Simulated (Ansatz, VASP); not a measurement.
**Two plane-wave programs on IrO**

```
CELL_PARAMETERS angstrom
2.81081 0.00000 0.00000
0.00000 2.81081 0.00000
0.00000 0.00000 2.81081
ATOMIC_POSITIONS crystal
Ir 0.00000 0.00000 0.00000
O 0.50000 0.50000 0.50000
```

Alike in both runs: functional PBE; k mesh 8 × 8 × 8; occupations gaussian, width 0.1 eV; no spin polarisation.

Ansatz relaxed the structure, and its values are those at the end. VASP's run is a single point on that final structure, the one shown.

```csv
,VASP,Ansatz
version,VASP 6.6.1,Ansatz 0.2.0
potentials or method,"VASP PAW PBE potentials, release 64 (Ir, O)","scalar-relativistic, plane waves, PAW"
plane-wave cutoff (eV),520,420
valence electrons in the cell,15,23
```

|  | VASP | Ansatz | Ansatz less VASP |
| --- | --- | --- | --- |
| gap on the k mesh at the Fermi level (eV) | none | none | - |
| pressure (GPa) | 0.2 | 0.1 | -0.15 |

A gap of «none» marks a metal or a gap that the smearing closes. The two sets of potentials don't hold the same shells in valence.

Caveats: an odd number of electrons without spin polarisation forces a metal; a magnetic or distorted state may lie lower. The runs have no spin-orbit coupling, so splittings on Ir are missing.
